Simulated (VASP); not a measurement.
# MgS (F-43m) in VASP: notebook

One crystal, MgS, is run at these levels: LDA; tasks: single point.

All numbers are computed with VASP 6.6.1; they aren't measurements. Logs are shortened: lines on timing, memory, paths and dates and some standing lists are left out, and cuts for length are marked.

### Step 1. The crystal as given

The structure is cubic, space group F-43m (No. 216). Conventional cell: a = 5.666 Å, b = 5.666 Å, c = 5.666 Å, α = 90.00°, β = 90.00°, γ = 90.00°. S (site symmetry -43m) has 4 Mg at 2.45 Å as nearest neighbours. Mg (site symmetry -43m) is surrounded by 4 S at 2.45 Å.

The cell comes from a database or a generator and needn't be the stable form of this composition.

### Step 2. Single point, LDA

File INCAR:

```
PREC = Accurate ; ENCUT = 300
EDIFF = 1E-6 ; ISMEAR = 0
SIGMA = 0.05 ; LREAL = False
LASPH = True ; NELM = 100
ALGO = Normal ; ISIF = 2
LWAVE = False ; LCHARG = False
ADDGRID = False
```

File KPOINTS:

```
Automatic mesh
0
Gamma
  2 2 2
```

File POSCAR:

```
MgS
1.0
    0.0000000000      2.8331200468      2.8331200468
    2.8331200468      0.0000000000      2.8331200468
    2.8331200468      2.8331200468      0.0000000000
S Mg
1 1
Direct
    0.2346630000      0.2748010000      0.2357280000
   -0.0216520000      0.0237760000     -0.0317750000
```

Potentials or basis: VASP PAW LDA potentials, release 64 (S, Mg).

Started as:

```
cat potpaw_LDA.64/S/POTCAR potpaw_LDA.64/Mg/POTCAR > POTCAR
mpirun -np 1 vasp_std > vasp.out
```

OUTCAR:

```text
PREC = Accurate
   ENCUT = 300
   EDIFF = 1E-6
   ISMEAR = 0
   LREAL = False
   LASPH = True
   NELM = 100
   ISIF = 2

 Found      8 irreducible k-points:

 Following reciprocal coordinates:
            Coordinates               Weight
  0.000000  0.000000  0.000000      1.000000
  0.500000  0.000000  0.000000      1.000000
  0.000000  0.500000  0.000000      1.000000
  0.000000  0.000000  0.500000      1.000000
  0.500000  0.500000  0.500000      1.000000
  0.500000  0.500000  0.000000      1.000000
   k-points           NKPTS =      8   k-points in BZ     NKDIM =      8   number of bands    NBANDS=      8
   number of dos      NEDOS =    301   number of ions     NIONS =      2
   total plane-waves  NPLWV =  13824
   dimension x,y,z NGX =    24 NGY =   24 NGZ =   24
   dimension x,y,z NGXF=    48 NGYF=   48 NGZF=   48
   ions per type =               1   1
   NGX,Y,Z   is equivalent  to a cutoff of   9.96,  9.96,  9.96 a.u.
   NGXF,Y,Z  is equivalent  to a cutoff of  19.92, 19.92, 19.92 a.u.
 SYSTEM =  unknown system
   PREC   = accura    normal or accurate (medium, high low for compatibility)
   ISTART =      0    job   : 0-new  1-cont  2-samecut
   ICHARG =      2    charge: 1-file 2-atom 10-const
   ISPIN  =      1    spin polarized calculation?
   LNONCOLLINEAR =      F non collinear calculations
   LSORBIT =      F    spin-orbit coupling
   LASPH  =      T    aspherical Exc in radial PAW
   ENCUT  =  300.0 eV  22.05 Ry    4.70 a.u.   5.66  5.66  5.66*2*pi/ulx,y,z
   NELM   =    100;   NELMIN=  2; NELMDL= -5     # of ELM steps
   EDIFF  = 0.1E-05   stopping-criterion for ELM
   LREAL  =      F    real-space projection
   EDIFFG = 0.1E-04   stopping-criterion for IOM
   NSW    =      0    number of steps for IOM
   IBRION =     -1    ionic relax: 0-MD 1-quasi-New 2-CG
   NFREE  =      0    steps in history (QN), initial steepest desc. (CG)
   ISIF   =      2    stress and relaxation
   ISYM   =      2    0-nonsym 1-usesym 2-fastsym
   POTIM  = 0.5000    time-step for ionic-motion
   TEBEG  =    0.0;   TEEND  =   0.0 temperature during run
   PSTRESS=    0.0 pullay stress
   NELECT =       8.0000    total number of electrons
   NUPDOWN=      -1.0000    fix difference up-down
   EMIN   =  10.00;   EMAX   =-10.00  energy-range for DOS
   EFERMI =   0.00;   METHOD = LEGACY
   ISMEAR =     0;   SIGMA  =   0.05  broadening in eV -4-tet -1-fermi 0-gaus
   EFERMI_NEDOS =   21; number of points for ismear=-14 and -15
   IALGO  =     38    algorithm
   IMIX   =      4    mixing-type and parameters
     AMIX     =   0.40;   BMIX     =  1.00
     AMIX_MAG =   1.60;   BMIX_MAG =  1.00
  volume/ion in A,a.u.               =      22.74       153.46
  Fermi-wavevector in a.u.,A,eV,Ry     =   0.917269  1.733386 11.447692  0.841382
  Thomas-Fermi vector in A             =   2.042218
   LORBIT       =      0    0 simple, 1 ext, 2 COOP (PROOUT), +10 PAW based schemes
   GGA     = CA    functional components
   LHFCALC =     F    Hartree Fock is set to
   AEXX    =    0.0000 exact exchange contribution
   IVDW    =     0    specifies the selected vdW correction
   LEPSILON=     F    determine dielectric tensor
   LRPA    =     F    only Hartree local field effects (RPA)
 non-spin polarized calculation
 Gauss-broadening in eV      SIGMA  =   0.05
  energy-cutoff  :      300.00
  volume of cell :       45.48
 maximum number of plane-waves:       544
 NGX is ok and might be reduce to    24
   NGX = 11   NGY = 11   NGZ = 11

 number of electron       8.0000000 magnetization

 Free energy of the ion-electron system (eV)
  ---------------------------------------------------
  ext. energy  EPLUGINS =         0.00000000
  ---------------------------------------------------
  free energy    TOTEN  =        -8.57662886 eV

  energy without entropy =       -8.57662886  energy(sigma->0) =       -8.57662886

 E-fermi :   1.5650     XC(G=0):  -8.6744

 val. band max:        1.3017740171   @ k =   0.0000   0.0000   0.0000
 cond. band min:       4.1836788789   @ k =   0.0000   0.0000   0.0000
 fundamental gap:      2.8819048618
 Fermi energy:         1.5650083132

 k-point     1 :       0.0000    0.0000    0.0000
  band No.  band energies     occupation
      1     -10.0411      2.00000
      2       1.0833      2.00000
      3       1.1570      2.00000
      4       1.3018      2.00000
      5       4.1837      0.00000
      6       8.7236      0.00000
      7       8.7306      0.00000
      8       8.7522      0.00000

 k-point     2 :       0.5000    0.0000    0.0000
  band No.  band energies     occupation
      1      -9.3060      2.00000
      2      -2.1694      2.00000
      3       0.7641      2.00000
      4       0.9320      2.00000
      5       5.8316      0.00000
      6       8.3405      0.00000
      7       8.5236      0.00000
      8       9.3812      0.00000

 k-point     3 :       0.0000    0.5000    0.0000
  band No.  band energies     occupation
      1      -9.3084      2.00000
      2      -2.1510      2.00000
      3       0.7490      2.00000
      4       0.9253      2.00000
      5       5.8283      0.00000
      6       8.3289      0.00000
      7       8.5130      0.00000
      8       9.3874      0.00000

 k-point     4 :       0.0000    0.0000    0.5000
  band No.  band energies     occupation
      1      -9.3009      2.00000
      2      -2.2076      2.00000
      3       0.8060      2.00000
      4       0.9352      2.00000
      5       5.8414      0.00000
      6       8.3848      0.00000
      7       8.5253      0.00000
      8       9.3657      0.00000

 k-point     5 :       0.5000    0.5000    0.5000
  band No.  band energies     occupation
      1      -9.3201      2.00000
      2      -2.0598      2.00000
      3       0.7481      2.00000
      4       0.8176      2.00000
      5       5.8211      0.00000
      6       8.3253      0.00000
      7       8.4006      0.00000
      8       9.4104      0.00000

 k-point     6 :       0.5000    0.5000    0.0000
  band No.  band energies     occupation
      1      -9.0720      2.00000
      2      -1.8102      2.00000
      3       0.0619      2.00000
      4       0.1066      2.00000
      5       4.5878      0.00000
      6       6.3793      0.00000
      7      11.9403      0.00000
      8      12.9916      0.00000

 [... further k-points ...]

------------------------ aborting loop because EDIFF is reached ----------------------------------------

  FORCE on cell =-STRESS in cart. coord.  units (eV):
  Direction    XX          YY          ZZ          XY          YZ          ZX
  --------------------------------------------------------------------------------------
  -------------------------------------------------------------------------------------
  Total        0.2138407      0.1997084      0.2324715     -0.0410858     -0.2222346     -0.2958389
  in kB        7.5331400      7.0352899      8.1894613     -1.4473625     -7.8288369    -10.4217577
  external PRESSURE =       7.5859637 kB  Pullay stress =       0.0000000 kB

 VOLUME and BASIS-vectors are now :
 -----------------------------------------------------------------------------
  energy-cutoff  :      300.00
  volume of cell :       45.48
      direct lattice vectors                 reciprocal lattice vectors
     0.000000000  2.833120047  2.833120047    -0.176483874  0.176483874  0.176483874
     2.833120047  0.000000000  2.833120047     0.176483874 -0.176483874  0.176483874
     2.833120047  2.833120047  0.000000000     0.176483874  0.176483874 -0.176483874

 POSITION                                       TOTAL-FORCE (eV/Angst)
 -----------------------------------------------------------------------------------
      1.44639      1.33267      1.44337        -0.252500     -0.335447     -0.045990
      2.81046      5.51487      2.83914         0.252500      0.335447      0.045990
 -----------------------------------------------------------------------------------
    total drift:                               -0.000099     -0.000084     -0.000069

  FREE ENERGIE OF THE ION-ELECTRON SYSTEM (eV)
  ---------------------------------------------------
  free  energy   TOTEN  =        -8.5766288597 eV

  energy  without entropy=       -8.5766288597  energy(sigma->0) =       -8.57662886
```

Wall time 1.7 s (1 thread of Intel Xeon Platinum 8488C (Sapphire Rapids), shared host); peak memory 0.11 GiB.

These settings aren't checked as converged: the numbers below hold their error.

What came out:

```
Free energy            : -8.5766 eV
Pressure               : 0.8 GPa
Largest force          : 0.422 eV/Å
Band gap on the k mesh : 2.88 eV, direct
```

Caveat: the k mesh is coarse (spacing up to 0.96 Å⁻¹), so the values aren't converged; the cutoff is under 1.25 times the usual one of these potentials, so pressure, stress and relaxed cells hold a basis-set (Pulay) error.

### Step 3. Single point, LDA

INCAR: that of step 2 with these lines changed.

```diff
@@ -1,2 +1,2 @@
-PREC = Accurate ; ENCUT = 300
+PREC = Accurate ; ENCUT = 350
 EDIFF = 1E-6 ; ISMEAR = 0
```

KPOINTS is that of step 2.

File POSCAR:

```
MgS
1.0
    0.0000000000      2.8331200468      2.8331200468
    2.8331200468      0.0000000000      2.8331200468
    2.8331200468      2.8331200468      0.0000000000
S Mg
1 1
Direct
    0.2500000000      0.2500000000      0.2500000000
    0.0000000000      0.0000000000      0.0000000000
```

Potentials or basis: VASP PAW LDA potentials, release 64 (S, Mg).

Started as:

```
cat potpaw_LDA.64/S/POTCAR potpaw_LDA.64/Mg/POTCAR > POTCAR
mpirun -np 1 vasp_std > vasp.out
```

OUTCAR:

```text
PREC = Accurate
   ENCUT = 350
   EDIFF = 1E-6
   ISMEAR = 0
   LREAL = False
   LASPH = True
   NELM = 100
   ISIF = 2

 Found      3 irreducible k-points:

 Following reciprocal coordinates:
            Coordinates               Weight
  0.000000  0.000000  0.000000      1.000000
  0.500000  0.000000  0.000000      4.000000
  0.500000  0.500000  0.000000      3.000000
   k-points           NKPTS =      3   k-points in BZ     NKDIM =      3   number of bands    NBANDS=      8
   number of dos      NEDOS =    301   number of ions     NIONS =      2
   total plane-waves  NPLWV =  13824
   dimension x,y,z NGX =    24 NGY =   24 NGZ =   24
[... 104 lines left out ...]

  FORCE on cell =-STRESS in cart. coord.  units (eV):
  Direction    XX          YY          ZZ          XY          YZ          ZX
  --------------------------------------------------------------------------------------
  -------------------------------------------------------------------------------------
  Total        0.2009739      0.2009739      0.2009739      0.0000000      0.0000000     -0.0000000
  in kB        7.0798700      7.0798700      7.0798700      0.0000000      0.0000000     -0.0000000
  external PRESSURE =       7.0798700 kB  Pullay stress =       0.0000000 kB

 VOLUME and BASIS-vectors are now :
 -----------------------------------------------------------------------------
  energy-cutoff  :      350.00
  volume of cell :       45.48
      direct lattice vectors                 reciprocal lattice vectors
     0.000000000  2.833120047  2.833120047    -0.176483874  0.176483874  0.176483874
     2.833120047  0.000000000  2.833120047     0.176483874 -0.176483874  0.176483874
     2.833120047  2.833120047  0.000000000     0.176483874  0.176483874 -0.176483874

 POSITION                                       TOTAL-FORCE (eV/Angst)
 -----------------------------------------------------------------------------------
      1.41656      1.41656      1.41656         0.000000      0.000000      0.000000
      0.00000      0.00000      0.00000        -0.000000     -0.000000     -0.000000
 -----------------------------------------------------------------------------------
    total drift:                               -0.000000     -0.000000     -0.000000

  FREE ENERGIE OF THE ION-ELECTRON SYSTEM (eV)
  ---------------------------------------------------
  free  energy   TOTEN  =        -8.5967639450 eV

  energy  without entropy=       -8.5967639450  energy(sigma->0) =       -8.59676395
```

Wall time 1.3 s (1 thread of Intel Xeon Platinum 8488C (Sapphire Rapids), shared host); peak memory 0.12 GiB.

The run converged, but some of its settings lie outside the range that counts as converged, so its numbers aren't taken as properties of the crystal.

What came out:

```
Free energy            : -8.5968 eV
Pressure               : 0.7 GPa
Band gap on the k mesh : 3.01 eV, direct
```

Caveat: the k mesh is coarse (spacing up to 0.96 Å⁻¹), so the values aren't converged.

### Step 4. Single point, LDA

INCAR is that of step 3.

KPOINTS is that of step 3.

File POSCAR:

```
MgS
1.0
    0.0000000000      2.8331200468      2.8331200468
    2.8331200468      0.0000000000      2.8331200468
    2.8331200468      2.8331200468      0.0000000000
S Mg
1 1
Direct
    0.2346630000      0.2748010000      0.2357280000
   -0.0216520000      0.0237760000     -0.0317750000
```

Started as:

```
cat potpaw_LDA.64/S/POTCAR potpaw_LDA.64/Mg/POTCAR > POTCAR
mpirun -np 1 vasp_std > vasp.out
```

It took 1.7 s on 1 thread of Intel Xeon Platinum 8488C (Sapphire Rapids), shared host; peak memory 0.12 GiB.

The run converged, but some of its settings lie outside the range that counts as converged, so its numbers aren't taken as properties of the crystal.

Results:

```
Free energy            : -8.5778 eV
Pressure               : 0.9 GPa
Largest force          : 0.422 eV/Å
Band gap on the k mesh : 2.88 eV, direct
```

Caveat: the k mesh is coarse (spacing up to 0.96 Å⁻¹), so the values aren't converged.
